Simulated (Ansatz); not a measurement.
Calculation for K (dhcp type): DFT, PBE, all-electron LAPW, scalar-relativistic (Ansatz 0.2.0).

The cell comes from a relaxation on PAW files under the same functional, begun from a prototype that needn't be the stable phase.

Command: `ansatz run input.yaml --threads 1 --pin off --max-ram 3072MiB --backend cpu --events-out ev --progress --plain --runs-dir out` It took 12 s on 1 thread of Arm Neoverse V2, with other jobs on the host, peak memory 0.25 GiB.

```yaml
crystal:
  lattice:
    - [4.7146953698, 0.0, 0.0]
    - [-2.3573476849, 4.0830459613, 0.0]
    - [0.0, 0.0, 15.3227599518]
  atoms:
    - { symbol: K, position: [0.0, 0.0, 0.0] }
    - { symbol: K, position: [0.0, 0.0, 0.5] }
    - { symbol: K, position: [0.3333333333, 0.6666666667, 0.25] }
    - { symbol: K, position: [0.6666666667, 0.3333333333, 0.75] }
kpoints:
  mp_grid: { grid: [8, 8, 3] }
  band_path:
    path:
      - [0.0, 0.0, 0.0]
      - [0.5, 0.0, 0.0]
      - [0.3333333333, 0.3333333333, 0.0]
      - [0.0, 0.0, 0.0]
      - [0.0, 0.0, 0.5]
      - [0.5, 0.0, 0.5]
      - [0.3333333333, 0.3333333333, 0.5]
      - [0.0, 0.0, 0.5]
      - [0.5, 0.0, 0.5]
    npoints: 14
scf:
  occupations: { method: fermi_dirac, width: 0.1 }
hamiltonian:
  xc: pbe
  pseudopotentials: { kind: all_electron, lapw: { basis_error: 0.001 } }
output:
  forces: true
  stress: true
  eigenvalues: true
  populations: true
  dos: { projected: true, de: 0.2, e_range: [-14, 8] }
```

Output:

```
K: projections on atomic orbitals take those of the free atom 1s2 2s2 2p6 3s2 3p6 4s1, of charge +0.00 (hamiltonian.pseudopotentials.projection_atoms)
LAPW: plane waves up to 3.662 Å⁻¹, error target 1.0e-3 eV per atom; small_component_spin mean_spin; K in spheres of 2.350 Å, 9 of its electrons in bands, Dirac shells [] (how accurate: hamiltonian.pseudopotentials.lapw.basis_error, Limitations)
Engine: ansatz 0.2.0
Pseudopotentials: kind: all_electron
Pseudopotential: K, LAPW, valence charge 9, lapw/all_electron/scalar/gaussian/K, Koelling and Harmon's equation, gaussian nucleus
Functional definition: PBE
  parameter kappa = 0.804
  parameter beta = 0.06672455060314922
  exchange = pbe_x(kappa = kappa, mu = beta*pi^2/3)
  correlation = pbe_c(beta = beta)
Crystal: 4 atoms, lattice volume = 294.968 Å³
Basis set: ecut = 51.101153871297335 eV, 251 PW (Γ), exchange–correlation at level 2
Bands: 22, of which v1, the nominal top of the filled ones, is band 18 counted from 1 (17 counted from 0)
Symmetry: 24 space group operations
Space group: P63/mmc (ITA 194), of the structure as read, at distance tolerance 6.7e-5 Å
k-points: 20 of 192
Non-local potential: K, projectors of the file, none
Initial density: superposition of atomic densities (chi_scale 0.1, normalization cell)
Initial wavefunctions: plane waves of lowest kinetic energy (no species holds an atomic orbital)
Functional: x = pbe(κ = 0.804, μ = 0.2195149727645171), c = pbe(β = 0.06672455060314922)
iter 1 solved again at ethr=2.45e-5 eV; its pass at ethr=1.00e-1 eV (dr2=8.81e-3 eV) is discarded
SCF iter   1: F=—  HF=-65538.511519 eV  |F-HF|=—  |Δ(HF+E_count)|=         —  Δρ=1.14e-3  dr2=8.01e-3  ethr=2.45e-5  ⟨swp⟩=7.2  Hψ=3884  notcnv=0
preconditioner: auto → Kerker (q_TF=auto, 1.922 Å⁻¹)  [metal: Δε(μ)=0.126 eV  Ē_g=1.887 eV  σ=0.100 eV  W_gap=0.30  n_scr=38 (ndim 8)  ℏωp=4.3 eV  f_vac=0.000  D(μ)=3.22/eV (n_scr^D=6)]
SCF iter   2: F=—  HF=-65538.512019 eV  |F-HF|=—  |Δ(HF+E_count)|=   5.00e-4  Δρ=8.03e-4  dr2=4.51e-3  ethr=2.23e-5  ⟨swp⟩=2.1  Hψ=1482  notcnv=0
SCF iter   3: F=—  HF=-65538.514442 eV  |F-HF|=—  |Δ(HF+E_count)|=   2.42e-3  Δρ=3.89e-4  dr2=1.31e-3  ethr=1.25e-5  ⟨swp⟩=3.0  Hψ=1542  notcnv=0
SCF iter   4: F=—  HF=-65538.514877 eV  |F-HF|=—  |Δ(HF+E_count)|=   4.35e-4  Δρ=2.07e-4  dr2=4.09e-4  ethr=3.64e-6  ⟨swp⟩=2.0  Hψ=1481  notcnv=0
iter 5 solved again at ethr=2.70e-8 eV; its pass at ethr=1.14e-6 eV (dr2=9.74e-6 eV) is discarded
SCF iter   5: F=—  HF=-65538.515100 eV  |F-HF|=—  |Δ(HF+E_count)|=   2.23e-4  Δρ=3.80e-5  dr2=9.67e-6  ethr=2.70e-8  ⟨swp⟩=3.4  Hψ=2560  notcnv=0
SCF iter   6: F=—  HF=-65538.515103 eV  |F-HF|=—  |Δ(HF+E_count)|=   3.14e-6  Δρ=1.44e-5  dr2=1.17e-6  ethr=2.69e-8  ⟨swp⟩=3.0  Hψ=1545  notcnv=0
SCF iter   7: F=-65538.515104 eV  HF=-65538.515104 eV  |F-HF|=4.43e-8  |Δ(HF+E_count)|=   1.08e-6  Δρ=3.35e-6  dr2=9.41e-8  ethr=3.25e-9  ⟨swp⟩=3.0  Hψ=1561  notcnv=0
SCF 1 converged in 7 iterations: F = -65538.515104 eV  dr2 = 9.41e-8
NSCF: frozen V_eff on 113 k-points
SCF converged after 7 iterations
Free energy (F): -65538.515104 eV
Harris-Foulkes:  -65538.515104 eV  (|F-HF|=4.43e-8)
Internal energy: -65538.409529 eV  (E = F + TS)
E sigma→0 (E₀):  -65538.462316 eV
Entropy (-TS):   -0.105576 eV (-26.394 meV/atom)
Fermi energy:    1.921210 eV
--- Per-component energies (eV) ---
  E_band       = -565.231562
  E_kinetic    = 65990.370390
  E_xc         = -3636.329549
  E_electrostatic = -127892.450371  (all electrons and nuclei)
  E_smearing   = -0.105576  (= −TS)
  E_closure    = 0.000000  (closes the sum)
  E_atoms      = -65534.367279  (free atoms, spherical and without spin; not in F)
  Σ components = -65538.515104   (vs F -65538.515104, Δ=0.00e0)
  Basis errors (estimates in eV, not in F): energy 2.5e-4 per atom: plane waves 2.4e-4 (1.2e-4 summed), levels above the bands 2.8e-9, relativity 7.2e-9, radial functions 6.6e-6, core shells 1.5e-12; eigenvalues (radial functions only) 1.0e-6; not estimated: angular momenta, meshes, grids; target (lapw.basis_error) 1.0e-3; muffin-tin radii K 2.350 Å
--- Forces (eV/Å), atoms counted from 1 ---
  atom   1  K      0.00000000    -0.00000000     0.00000000
  atom   2  K      0.00000000    -0.00000000    -0.00000000
  atom   3  K      0.00000000     0.00000000     0.00000000
  atom   4  K     -0.00000000    -0.00000000     0.00000000
  max |Σ_I F_I| component: 1.81e-20 eV/Å
--- Stress (GPa, compression-positive) ---
        0.033981       0.000000       0.000000
        0.000000       0.033981      -0.000000
        0.000000      -0.000000       0.006772
  P = ⅓ Tr σ = 0.0249 GPa (0.249 kbar)
--- Band table (eV; the first three rows and the last of 20) ---
  k-point 0: bands = ["-30.1958", "-30.1941", "-30.1937", "-30.1920", "-13.7139", "-13.6813", "-13.6804", "-13.6568", "-13.6568", "-13.6522", "-13.6522", "-13.6520", "-13.6520", "-13.6474", "-13.6474", "-13.6472", "-0.2246", "0.4924", "0.4928", "2.2660", "2.4924", "4.6852"]
  k-point 1: bands = ["-30.1955", "-30.1949", "-30.1929", "-30.1923", "-13.7095", "-13.6975", "-13.6641", "-13.6562", "-13.6562", "-13.6545", "-13.6545", "-13.6518", "-13.6497", "-13.6497", "-13.6480", "-13.6480", "-0.1426", "0.1000", "1.0181", "1.6513", "3.1556", "3.9327"]
  k-point 2: bands = ["-30.1953", "-30.1937", "-30.1934", "-30.1918", "-13.7107", "-13.6824", "-13.6817", "-13.6638", "-13.6591", "-13.6575", "-13.6571", "-13.6545", "-13.6539", "-13.6538", "-13.6486", "-13.6485", "-0.0628", "0.6453", "0.6458", "2.4339", "2.5732", "4.6966"]
  k-point 19: bands = ["-30.1916", "-30.1915", "-30.1910", "-30.1910", "-13.7016", "-13.7008", "-13.6965", "-13.6953", "-13.6854", "-13.6844", "-13.6806", "-13.6758", "-13.6698", "-13.6655", "-13.6625", "-13.6610", "2.5427", "2.5435", "2.7099", "2.7361", "3.2588", "3.3398"]
--- Löwdin populations: 4 sites ---
  site symbol       q [e]
     0      K     18.9598
     1      K     18.9598
     2      K     18.9580
     3      K     18.9580
  spilling = 0.002164 (of n_electrons = 76.000000)
```

populations.tsv:

```
# site	symbol	l	j	q
# orbitals = lowdin
# n_electrons = 76.000000
# spilling = 0.002164
# projection_atom_K: 1s2 2s2 2p6 3s2 3p6 4s1
0	K	0_1S	-	1.999997
0	K	0_2S	-	1.999828
0	K	0_3S	-	1.994377
0	K	0_4S	-	0.967390
0	K	1_2P	-	5.999998
0	K	1_3P	-	5.998186
1	K	0_1S	-	1.999997
1	K	0_2S	-	1.999828
1	K	0_3S	-	1.994377
1	K	0_4S	-	0.967390
1	K	1_2P	-	5.999998
1	K	1_3P	-	5.998186
2	K	0_1S	-	1.999997
2	K	0_2S	-	1.999828
2	K	0_3S	-	1.994377
2	K	0_4S	-	0.965623
2	K	1_2P	-	5.999998
2	K	1_3P	-	5.998179
3	K	0_1S	-	1.999997
3	K	0_2S	-	1.999828
3	K	0_3S	-	1.994377
3	K	0_4S	-	0.965623
3	K	1_2P	-	5.999998
3	K	1_3P	-	5.998179
```

Next run (volume at 0.92 of the series' base cell), as changes to the input before:

```diff
   lattice:
-    - [4.7146953698, 0.0, 0.0]
-    - [-2.3573476849, 4.0830459613, 0.0]
-    - [0.0, 0.0, 15.3227599518]
+    - [4.5854600357, 0.0, 0.0]
+    - [-2.2927300178, 3.9711248789, 0.0]
+    - [0.0, 0.0, 14.902745116]
   atoms:
   mp_grid: { grid: [8, 8, 3] }
-  band_path:
-    path:
-      - [0.0, 0.0, 0.0]
-      - [0.5, 0.0, 0.0]
-      - [0.3333333333, 0.3333333333, 0.0]
-      - [0.0, 0.0, 0.0]
-      - [0.0, 0.0, 0.5]
-      - [0.5, 0.0, 0.5]
-      - [0.3333333333, 0.3333333333, 0.5]
-      - [0.0, 0.0, 0.5]
-      - [0.5, 0.0, 0.5]
-    npoints: 14
 scf:
   populations: true
-  dos: { projected: true, de: 0.2, e_range: [-14, 8] }
```

Results part of the output:

```
SCF 1 converged in 7 iterations: F = -65538.487414 eV  dr2 = 8.09e-8
SCF converged after 7 iterations
Free energy (F): -65538.487414 eV
Harris-Foulkes:  -65538.487414 eV  (|F-HF|=3.66e-8)
Internal energy: -65538.385366 eV  (E = F + TS)
E sigma→0 (E₀):  -65538.436390 eV
Entropy (-TS):   -0.102048 eV (-25.512 meV/atom)
Fermi energy:    2.291320 eV
--- Per-component energies (eV) ---
  E_band       = -550.669164
  E_kinetic    = 65992.050492
  E_xc         = -3636.892045
  E_electrostatic = -127893.543813  (all electrons and nuclei)
  E_smearing   = -0.102048  (= −TS)
  E_closure    = 0.000000  (closes the sum)
  E_atoms      = -65534.367279  (free atoms, spherical and without spin; not in F)
  Σ components = -65538.487414   (vs F -65538.487414, Δ=0.00e0)
  Basis errors (estimates in eV, not in F): energy 2.4e-4 per atom: plane waves 2.4e-4 (1.2e-4 summed), levels above the bands 1.8e-9, relativity 1.4e-10, radial functions 5.9e-6, core shells 4.1e-12; eigenvalues (radial functions only) 1.1e-6; not estimated: angular momenta, meshes, grids; target (lapw.basis_error) 1.0e-3; muffin-tin radii K 2.285 Å
--- Forces (eV/Å), atoms counted from 1 ---
  atom   1  K      0.00000000     0.00000000    -0.00000000
  atom   2  K      0.00000000     0.00000000     0.00000000
  atom   3  K     -0.00000000     0.00000000     0.00000000
  atom   4  K      0.00000000     0.00000000     0.00000000
  max |Σ_I F_I| component: 4.52e-20 eV/Å
--- Stress (GPa, compression-positive) ---
        0.386398       0.000000       0.000000
       -0.000000       0.386398       0.000000
        0.000000       0.000000       0.354753
  P = ⅓ Tr σ = 0.3758 GPa (3.758 kbar)
--- Band table (eV; the first three rows and the last of 20) ---
  k-point 0: bands = ["-29.7804", "-29.7777", "-29.7775", "-29.7748", "-13.3150", "-13.2708", "-13.2702", "-13.2378", "-13.2378", "-13.2315", "-13.2315", "-13.2315", "-13.2315", "-13.2253", "-13.2253", "-13.2251", "0.0253", "0.7902", "0.7906", "2.6362", "2.8983", "5.1133"]
  k-point 1: bands = ["-29.7800", "-29.7790", "-29.7762", "-29.7752", "-13.3091", "-13.2928", "-13.2479", "-13.2369", "-13.2369", "-13.2346", "-13.2346", "-13.2313", "-13.2284", "-13.2284", "-13.2261", "-13.2261", "0.1132", "0.3725", "1.3461", "2.0095", "3.5661", "4.3542"]
  k-point 2: bands = ["-29.7797", "-29.7772", "-29.7769", "-29.7744", "-13.3106", "-13.2725", "-13.2719", "-13.2472", "-13.2408", "-13.2388", "-13.2383", "-13.2349", "-13.2339", "-13.2338", "-13.2269", "-13.2268", "0.1986", "0.9527", "0.9531", "2.8151", "2.9756", "5.1167"]
  k-point 19: bands = ["-29.7740", "-29.7739", "-29.7734", "-29.7733", "-13.2983", "-13.2971", "-13.2913", "-13.2896", "-13.2764", "-13.2750", "-13.2698", "-13.2634", "-13.2553", "-13.2494", "-13.2453", "-13.2434", "2.9295", "2.9394", "3.0988", "3.1377", "3.6427", "3.7383"]
--- Löwdin populations: 4 sites ---
  site symbol       q [e]
     0      K     18.9625
     1      K     18.9625
     2      K     18.9613
     3      K     18.9613
  spilling = 0.002004 (of n_electrons = 76.000000)
```

Next run (volume at 0.84 of the series' base cell), as changes to the input before:

```diff
   lattice:
-    - [4.5854600357, 0.0, 0.0]
-    - [-2.2927300178, 3.9711248789, 0.0]
-    - [0.0, 0.0, 14.902745116]
+    - [4.448497993, 0.0, 0.0]
+    - [-2.2242489965, 3.8525122706, 0.0]
+    - [0.0, 0.0, 14.4576184773]
   atoms:
```

Results part of the output:

```
SCF 1 converged in 7 iterations: F = -65538.396398 eV  dr2 = 7.10e-8
SCF converged after 7 iterations
Free energy (F): -65538.396398 eV
Harris-Foulkes:  -65538.396398 eV  (|F-HF|=3.32e-8)
Internal energy: -65538.297601 eV  (E = F + TS)
E sigma→0 (E₀):  -65538.347000 eV
Entropy (-TS):   -0.098797 eV (-24.699 meV/atom)
Fermi energy:    2.735901 eV
--- Per-component energies (eV) ---
  E_band       = -533.723458
  E_kinetic    = 65994.125634
  E_xc         = -3637.548947
  E_electrostatic = -127894.874288  (all electrons and nuclei)
  E_smearing   = -0.098797  (= −TS)
  E_closure    = 0.000000  (closes the sum)
  E_atoms      = -65534.367279  (free atoms, spherical and without spin; not in F)
  Σ components = -65538.396398   (vs F -65538.396398, Δ=0.00e0)
  Basis errors (estimates in eV, not in F): energy 2.2e-4 per atom: plane waves 2.2e-4 (1.1e-4 summed), levels above the bands 1.1e-9, relativity 1.5e-8, radial functions 4.6e-6, core shells 1.3e-11; eigenvalues (radial functions only) 9.7e-7; not estimated: angular momenta, meshes, grids; target (lapw.basis_error) 1.0e-3; muffin-tin radii K 2.217 Å
--- Forces (eV/Å), atoms counted from 1 ---
  atom   1  K      0.00000000    -0.00000000     0.00000000
  atom   2  K      0.00000000    -0.00000000     0.00000000
  atom   3  K     -0.00000000     0.00000000     0.00000000
  atom   4  K      0.00000000    -0.00000000     0.00000000
  max |Σ_I F_I| component: 4.62e-33 eV/Å
--- Stress (GPa, compression-positive) ---
        0.907651       0.000000       0.000000
        0.000000       0.907651       0.000000
        0.000000       0.000000       0.869666
  P = ⅓ Tr σ = 0.8950 GPa (8.950 kbar)
--- Band table (eV; the first three rows and the last of 20) ---
  k-point 0: bands = ["-29.2996", "-29.2954", "-29.2952", "-29.2910", "-12.8567", "-12.7962", "-12.7956", "-12.7505", "-12.7505", "-12.7422", "-12.7422", "-12.7421", "-12.7421", "-12.7338", "-12.7338", "-12.7336", "0.3326", "1.1544", "1.1548", "3.0724", "3.3909", "5.6123"]
  k-point 1: bands = ["-29.2990", "-29.2975", "-29.2931", "-29.2915", "-12.8486", "-12.8265", "-12.7649", "-12.7494", "-12.7494", "-12.7463", "-12.7463", "-12.7420", "-12.7380", "-12.7380", "-12.7349", "-12.7349", "0.4275", "0.7069", "1.7449", "2.4407", "4.0536", "4.8488"]
  k-point 2: bands = ["-29.2985", "-29.2946", "-29.2944", "-29.2904", "-12.8506", "-12.7984", "-12.7980", "-12.7634", "-12.7547", "-12.7521", "-12.7515", "-12.7469", "-12.7453", "-12.7453", "-12.7359", "-12.7358", "0.5197", "1.3280", "1.3283", "3.2646", "3.4621", "5.6058"]
  k-point 19: bands = ["-29.2897", "-29.2895", "-29.2889", "-29.2887", "-12.8337", "-12.8320", "-12.8240", "-12.8217", "-12.8035", "-12.8016", "-12.7943", "-12.7856", "-12.7746", "-12.7663", "-12.7608", "-12.7583", "3.3919", "3.4109", "3.5615", "3.6135", "4.0967", "4.2077"]
--- Löwdin populations: 4 sites ---
  site symbol       q [e]
     0      K     18.9652
     1      K     18.9652
     2      K     18.9646
     3      K     18.9646
  spilling = 0.001846 (of n_electrons = 76.000000)
```

Next run (volume at 0.6 of the series' base cell), as changes to the input before:

```diff
   lattice:
-    - [4.448497993, 0.0, 0.0]
-    - [-2.2242489965, 3.8525122706, 0.0]
-    - [0.0, 0.0, 14.4576184773]
+    - [3.9765280818, 0.0, 0.0]
+    - [-1.9882640409, 3.4437743377, 0.0]
+    - [0.0, 0.0, 12.9237162659]
   atoms:
```

Results part of the output:

```
SCF 1 converged in 7 iterations: F = -65537.330734 eV  dr2 = 5.55e-8
SCF converged after 7 iterations
Free energy (F): -65537.330734 eV
Harris-Foulkes:  -65537.330734 eV  (|F-HF|=2.35e-8)
Internal energy: -65537.234684 eV  (E = F + TS)
E sigma→0 (E₀):  -65537.282709 eV
Entropy (-TS):   -0.096050 eV (-24.012 meV/atom)
Fermi energy:    4.816533 eV
--- Per-component energies (eV) ---
  E_band       = -459.976955
  E_kinetic    = 66004.374483
  E_xc         = -3640.448958
  E_electrostatic = -127901.160209  (all electrons and nuclei)
  E_smearing   = -0.096050  (= −TS)
  E_closure    = 0.000000  (closes the sum)
  E_atoms      = -65534.367279  (free atoms, spherical and without spin; not in F)
  Σ components = -65537.330734   (vs F -65537.330734, Δ=0.00e0)
  Basis errors (estimates in eV, not in F): energy 2.2e-4 per atom: plane waves 2.2e-4 (1.1e-4 summed), levels above the bands 6.2e-10, relativity 4.9e-9, radial functions 4.1e-6, core shells 6.9e-10; eigenvalues (radial functions only) 8.6e-7; not estimated: angular momenta, meshes, grids; target (lapw.basis_error) 1.0e-3; muffin-tin radii K 1.982 Å
--- Forces (eV/Å), atoms counted from 1 ---
  atom   1  K      0.00000000    -0.00000000     0.00000000
  atom   2  K     -0.00000000     0.00000000     0.00000000
  atom   3  K     -0.00000000    -0.00000000     0.00000000
  atom   4  K      0.00000000     0.00000000     0.00000000
  max |Σ_I F_I| component: 2.89e-19 eV/Å
--- Stress (GPa, compression-positive) ---
        4.803490       0.000000       0.000000
        0.000000       4.803490       0.000000
        0.000000       0.000000       4.716063
  P = ⅓ Tr σ = 4.7743 GPa (47.743 kbar)
--- Band table (eV; the first three rows and the last of 20) ---
  k-point 0: bands = ["-27.2427", "-27.2240", "-27.2236", "-27.2048", "-10.9432", "-10.7678", "-10.7675", "-10.6282", "-10.6282", "-10.6059", "-10.6059", "-10.6055", "-10.6055", "-10.5830", "-10.5830", "-10.5823", "1.8656", "2.9489", "2.9489", "5.0240", "5.7701", "7.7890"]
  k-point 1: bands = ["-27.2402", "-27.2333", "-27.2143", "-27.2074", "-10.9202", "-10.8566", "-10.6763", "-10.6252", "-10.6252", "-10.6170", "-10.6170", "-10.6077", "-10.5944", "-10.5944", "-10.5861", "-10.5861", "1.9946", "2.3682", "3.6776", "4.4690", "6.2979", "7.0470"]
  k-point 2: bands = ["-27.2379", "-27.2205", "-27.2201", "-27.2026", "-10.9248", "-10.7744", "-10.7738", "-10.6668", "-10.6405", "-10.6361", "-10.6332", "-10.6217", "-10.6148", "-10.6144", "-10.5886", "-10.5884", "2.1189", "3.1719", "3.1719", "5.2783", "5.7855", "7.7315"]
  k-point 19: bands = ["-27.1993", "-27.1984", "-27.1958", "-27.1949", "-10.8751", "-10.8697", "-10.8451", "-10.8390", "-10.7850", "-10.7794", "-10.7575", "-10.7321", "-10.6989", "-10.6738", "-10.6576", "-10.6510", "5.5372", "5.5722", "5.6723", "5.7389", "6.1447", "6.3182"]
--- Löwdin populations: 4 sites ---
  site symbol       q [e]
     0      K     18.9685
     1      K     18.9685
     2      K     18.9709
     3      K     18.9709
  spilling = 0.001596 (of n_electrons = 76.000000)
```

Next run (volume at 0.45 of the series' base cell), as changes to the input before:

```diff
   lattice:
-    - [3.9765280818, 0.0, 0.0]
-    - [-1.9882640409, 3.4437743377, 0.0]
-    - [0.0, 0.0, 12.9237162659]
+    - [3.6129155327, 0.0, 0.0]
+    - [-1.8064577664, 3.1288766331, 0.0]
+    - [0.0, 0.0, 11.7419754814]
   atoms:
   mp_grid: { grid: [8, 8, 3] }
+  band_path:
+    path:
+      - [0.0, 0.0, 0.0]
+      - [0.5, 0.0, 0.0]
+      - [0.3333333333, 0.3333333333, 0.0]
+      - [0.0, 0.0, 0.0]
+      - [0.0, 0.0, 0.5]
+      - [0.5, 0.0, 0.5]
+      - [0.3333333333, 0.3333333333, 0.5]
+      - [0.0, 0.0, 0.5]
+      - [0.5, 0.0, 0.5]
+    npoints: 8
 scf:
   populations: true
+  dos: { projected: true, de: 0.2, e_range: [-14, 8] }
```

Command: `ansatz run input.yaml --threads 1 --pin off --max-ram 3072MiB --backend cpu --events-out ev --progress --plain --runs-dir out` It took 12 s on 1 thread of Arm Neoverse V2 (shared host), peak memory 0.28 GiB.

Results part of the output:

```
SCF 1 converged in 7 iterations: F = -65535.148446 eV  dr2 = 5.18e-8
NSCF: frozen V_eff on 65 k-points
SCF converged after 7 iterations
Free energy (F): -65535.148446 eV
Harris-Foulkes:  -65535.148446 eV  (|F-HF|=2.10e-8)
Internal energy: -65535.018809 eV  (E = F + TS)
E sigma→0 (E₀):  -65535.083627 eV
Entropy (-TS):   -0.129637 eV (-32.409 meV/atom)
Fermi energy:    7.224638 eV
--- Per-component energies (eV) ---
  E_band       = -379.934833
  E_kinetic    = 66016.096152
  E_xc         = -3643.678717
  E_electrostatic = -127907.436244  (all electrons and nuclei)
  E_smearing   = -0.129637  (= −TS)
  E_closure    = 0.000000  (closes the sum)
  E_atoms      = -65534.367279  (free atoms, spherical and without spin; not in F)
  Σ components = -65535.148446   (vs F -65535.148446, Δ=0.00e0)
  Basis errors (estimates in eV, not in F): energy 2.1e-4 per atom: plane waves 2.0e-4 (1.0e-4 summed), levels above the bands 8.6e-10, relativity 7.5e-9, radial functions 1.3e-5, core shells 1.5e-8; eigenvalues (radial functions only) 1.0e-6; not estimated: angular momenta, meshes, grids; target (lapw.basis_error) 1.0e-3; muffin-tin radii K 1.801 Å
--- Forces (eV/Å), atoms counted from 1 ---
  atom   1  K     -0.00000000     0.00000000     0.00000000
  atom   2  K     -0.00000000     0.00000000    -0.00000000
  atom   3  K      0.00000000     0.00000000    -0.00000000
  atom   4  K     -0.00000000    -0.00000000     0.00000000
  max |Σ_I F_I| component: 3.47e-18 eV/Å
--- Stress (GPa, compression-positive) ---
       12.153340       0.000000      -0.000000
        0.000000      12.153340      -0.000000
       -0.000000      -0.000000      12.108695
  P = ⅓ Tr σ = 12.1385 GPa (121.385 kbar)
--- Band table (eV; the first three rows and the last of 20) ---
  k-point 0: bands = ["-25.0884", "-25.0313", "-25.0288", "-24.9707", "-9.0221", "-8.6342", "-8.6326", "-8.3062", "-8.3062", "-8.2598", "-8.2598", "-8.2571", "-8.2571", "-8.2101", "-8.2101", "-8.2070", "3.8704", "5.2540", "5.2559", "7.2109", "8.7378", "10.1647"]
  k-point 1: bands = ["-25.0806", "-25.0594", "-25.0005", "-24.9787", "-8.9719", "-8.8318", "-8.4256", "-8.2998", "-8.2998", "-8.2824", "-8.2824", "-8.2667", "-8.2343", "-8.2343", "-8.2166", "-8.2166", "4.0432", "4.5319", "6.0871", "6.8479", "8.9933", "9.5247"]
  k-point 2: bands = ["-25.0736", "-25.0204", "-25.0179", "-24.9638", "-8.9805", "-8.6477", "-8.6471", "-8.3956", "-8.3342", "-8.3320", "-8.3198", "-8.2988", "-8.2797", "-8.2770", "-8.2216", "-8.2202", "4.2080", "5.5328", "5.5350", "7.5405", "8.6216", "10.0322"]
  k-point 19: bands = ["-24.9538", "-24.9509", "-24.9426", "-24.9399", "-8.8704", "-8.8561", "-8.7990", "-8.7878", "-8.6648", "-8.6506", "-8.6028", "-8.5446", "-8.4654", "-8.4085", "-8.3718", "-8.3566", "7.9809", "7.9812", "8.0618", "8.0945", "8.4715", "8.7421"]
--- Löwdin populations: 4 sites ---
  site symbol       q [e]
     0      K     18.9475
     1      K     18.9475
     2      K     18.9471
     3      K     18.9471
  spilling = 0.002772 (of n_electrons = 76.000000)
```
